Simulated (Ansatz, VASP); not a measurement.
One calculation of Sn4S, two programs

```
CELL_PARAMETERS angstrom
-3.32486 3.32486 3.32486
3.32486 -3.32486 3.32486
3.32486 3.32486 -3.32486
ATOMIC_POSITIONS crystal
Sn 0.00000 0.00000 0.50000
Sn 0.50000 0.00000 0.00000
Sn 0.50000 0.50000 0.50000
Sn 0.00000 0.50000 0.00000
S 0.00000 0.00000 0.00000
```

Change from the starting cell: species swapped into the NiHg4 type (Im-3m, No. 229).

Alike in both runs: functional PBE; k mesh 8 × 8 × 8; occupations gaussian, width 0.1 eV; no spin polarisation.

Ansatz relaxed the structure, and its values are those at the end. VASP's run is a single point on that final structure, the one shown.

```csv
,VASP,Ansatz
version,VASP 6.6.1,Ansatz 0.2.0
potentials or method,"VASP PAW PBE potentials, release 64 (Sn_d, S)","scalar-relativistic, plane waves, PAW"
plane-wave cutoff (eV),520,420
valence electrons in the cell,62,62
```

|  | VASP | Ansatz | Ansatz less VASP |
| --- | --- | --- | --- |
| gap on the k mesh at the Fermi level (eV) | none | none | - |
| pressure (GPa) | 0.0 | 0.0 | +0.05 |

A gap of «none» marks a metal or a gap that the smearing closes. The functional is the same, so the differences come from potentials, cutoffs and numerics.
